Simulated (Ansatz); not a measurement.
The system is Ir.

```xyz
1
Lattice="0.0000 1.9156 1.9156 1.9156 0.0000 1.9156 1.9156 1.9156 0.0000" Properties=species:S:1:pos:R:3 pbc="T T T"
Ir    0.0000    0.0000    0.0000
```

| Property | Result |
| --- | --- |
| Program | Ansatz 0.2.0 |
| Task | relaxation of cell and atoms |
| Functional | PBE |
| Potentials or basis | Ansatz PAW |
| Cutoff | 420 eV (not typed: the program's choice for these potentials) |
| k mesh | 12 × 12 × 12 |
| Occupations | fermi-dirac, width 0.05 eV |
| Spin | no spin polarisation |

At the start: volume 14.06 Å³/atom.

**Question.** Where does the relaxation end?

**Answer.** It ends after 5 steps and the volume is 14.48 Å³/atom (+3.0 %); space group Fm-3m (No. 225, to 0.05 Å).

The path:
```
step  energy change (eV)  largest force (eV/Å)  volume (Å³)
   1              0.0000                0.0000        14.06
   2             -0.0139                0.0000        14.53
   3             -0.0141                0.0000        14.49
   4             -0.0141                0.0000        14.48
   5             -0.0143                0.0000        14.48
```

Final structure:
```yaml
crystal:
  lattice:
    - [0.00000, 1.93466, 1.93466]
    - [1.93466, 0.00000, 1.93466]
    - [1.93466, 1.93466, 0.00000]
  atoms:
    - { symbol: Ir, position: [0.00000, 0.00000, 0.00000] }
```

Caveat: the plane-wave basis is chosen anew once the cell has moved, so the energies of steps on either side of that aren't comparable.
